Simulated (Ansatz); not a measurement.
# Response of Ga to small distortions

```xyz
2
Lattice="1.4500 -4.0650 0.0000 1.4500 4.0650 0.0000 0.0000 0.0000 3.1700" Properties=species:S:1:pos:R:3 pbc="T T T"
Ga    1.4500   -2.9837    0.7925
Ga    1.4500    2.9837    2.3775
```

Atom numbers follow the list: Ga1, Ga2.

The structure is an experimental refinement, used without relaxation.

Level of theory: DFT, PBE, all-electron LAPW, scalar-relativistic in Ansatz 0.2.0.

Sampling and basis: a Γ-centred 15×15×13 k mesh, Fermi–Dirac smearing of 0.05 eV, basis error target 0.25 meV/atom, no spin polarisation.

The unchanged cell is at 1.57 GPa.

In a metal, stresses and small energies carry noise from the k mesh.

x, y and z are the Cartesian axes of the cell as listed; fractional coordinates follow a strain, and an engineering shear is twice the off-diagonal strain component.

Task: With this change (atom 1 (Ga) moved by (0.0000, 0.0000, 0.0800) Å), what becomes of the energy and stress and forces?

Result: Energy change +3 meV/atom; stress change (xx, yy, zz, yz, xz, xy) 0.06, 0.17, -0.01, -0.22, 0.00, 0.00 GPa, compression positive; change of the force on Ga1 (0.000, 0.005, -0.131) eV/Å.

Task: What force constant does this one finite step give for Ga1 along its displacement (all its periodic images move with it)?

Result: k = −ΔF·u/|u|² = 1.64 eV/Å², so the force pulls the atom back.
